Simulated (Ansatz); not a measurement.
Basis-set extrapolation for CH$_{4}$N$_{2}$O (`N=C(N)O`) (PBE0-D4/def2-TZVP geometry, frozen core, Ansatz 0.2.0). Multiplicity 1, RHF reference.

```csv
,def2-TZVPP,def2-QZVPP
HF,-224.060474,-224.071041
MP2 correlation,-0.809408,-0.869234
CCSD(T) correlation,-0.858032,not run
```

Energies in hartree. Use E(X) = E(∞) + A·exp(−7.88·√X) for Hartree–Fock and E(X) = E(∞) + B·X^(−2.97) for correlation, with X = 3 and 4, and add CCSD(T) minus MP2 of the smaller set to the MP2 limit.

Task: What is the CCSD(T) energy at the basis-set limit?

Result: HF limit: -224.071041 + (-0.010567) × 0.13774 = -224.07250. MP2 limit: -0.869234 + (-0.059826) × 0.74074 = -0.91355. Higher-order term: -0.858032 − (-0.809408) = -0.04862. Total: -225.03467 hartree, 305.0 kJ/mol below CCSD(T)/def2-TZVPP.
